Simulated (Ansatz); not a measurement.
# Zr: stress in a strained cell

Aim: deform Zr (equal xy, yz and zx engineering shear strains of -2 %) and compute stress, forces and field gradients with LAPW, PAW and all-electron datasets made for the crystal.

Program: Ansatz 0.2.0. Level of theory: DFT PBE, scalar-relativistic. These are calculated values, not measurements.

### 1 Starting point

Symmetry: Im-3m, No. 229, cubic system. Conventional cell: a = 3.620 Å, b = 3.620 Å, c = 3.620 Å, α = 90.00°, β = 90.00°, γ = 90.00°. Zr (site symmetry m-3m) has 8 Zr at 3.14 Å as nearest neighbours.

As a file:

```cif
data_structure
_symmetry_space_group_name_H-M 'Im-3m'
_symmetry_Int_Tables_number 229
_cell_length_a 3.6200
_cell_length_b 3.6200
_cell_length_c 3.6200
_cell_angle_alpha 90.000
_cell_angle_beta 90.000
_cell_angle_gamma 90.000
_cell_volume 47.44
loop_
_atom_site_label
_atom_site_type_symbol
_atom_site_symmetry_multiplicity
_atom_site_Wyckoff_symbol
_atom_site_fract_x
_atom_site_fract_y
_atom_site_fract_z
_atom_site_occupancy
Zr1 Zr 2 a 0.00000 0.00000 0.00000 1
```

The file gives the conventional cell by its symmetry; the runs use the cell typed in the input.

### 2 The deformed structure

Space group Im-3m before, R-3m after.

### 3 LAPW, all electrons

The input, input.yaml:

```yaml
crystal:
  lattice:
    - [-1.8462, 1.81, 1.81]
    - [1.81, -1.8462, 1.81]
    - [1.81, 1.81, -1.8462]
  atoms:
    - { symbol: Zr, position: [0.0, 0.0, 0.0] }
kpoints:
  mp_grid: { grid: [14, 14, 14] }
  band_path:
    path:
      - [0.0, 0.0, 0.0]
      - [0.0, 0.0, 0.5]
      - [-0.5, 0.5, 0.5]
      - [-0.7548769728, 0.2451230272, 0.2451230272]
      - [0.2451230272, 0.2451230272, 0.2451230272]
      - [0.0, 0.0, 0.0]
      - [-0.5, 0.0, 0.5]
    npoints: 5
scf:
  occupations: { method: fermi_dirac, width: 0.08 }
hamiltonian:
  xc: pbe
  pseudopotentials: { kind: all_electron, lapw: { basis_error: 0.0005 } }
output:
  forces: true
  stress: true
  eigenvalues: true
```

Command:

```bash
ansatz run input.yaml --threads 1 --pin off --max-ram 3072MiB --backend cpu --events-out ev --progress --plain --runs-dir out
```

### 4 Frozen-core PAW

The input, input.yaml:

```yaml
crystal:
  lattice:
    - [-1.8462, 1.81, 1.81]
    - [1.81, -1.8462, 1.81]
    - [1.81, 1.81, -1.8462]
  atoms:
    - { symbol: Zr, position: [0.0, 0.0, 0.0] }
kpoints:
  mp_grid: { grid: [14, 14, 14] }
scf:
  occupations: { method: fermi_dirac, width: 0.08 }
hamiltonian:
  xc: pbe
  pseudopotentials: { kind: paw }
output:
  forces: true
  stress: true
  eigenvalues: true
  efg: { contact_densities: true }
  write_density: true
  write_potential: true
  elf: true
  volumetric_format: npy
```

### 5 All-electron PAW on datasets made for the crystal

Changes to input.yaml since step 4:

```diff
@@ -13,3 +13,3 @@
   xc: pbe
-  pseudopotentials: { kind: paw }
+  pseudopotentials: { kind: all_electron, datasets: crystal }
 output:
@@ -19,5 +19 @@
   efg: { contact_densities: true }
-  write_density: true
-  write_potential: true
-  elf: true
-  volumetric_format: npy
```

(Steps that only read results are left out.)

Before running it: what results should come out? Wanted: pressure; largest shear or deviatoric stress.

The runs gave:

| quantity | value |
| --- | --- |
| pressure | LAPW -3.00, PAW -3.02, crystal datasets -3.00 GPa |
| largest shear or deviatoric stress (LAPW) | 0.51 GPa |

In words: The largest part of the stress beyond the pressure is 0.51 GPa in size. No run of the undeformed cell stands beside it, so the pressure holds what the given cell had before the change. PAW: stress within 0.02 GPa of LAPW. Crystal datasets: stress within 0.01 GPa of LAPW.
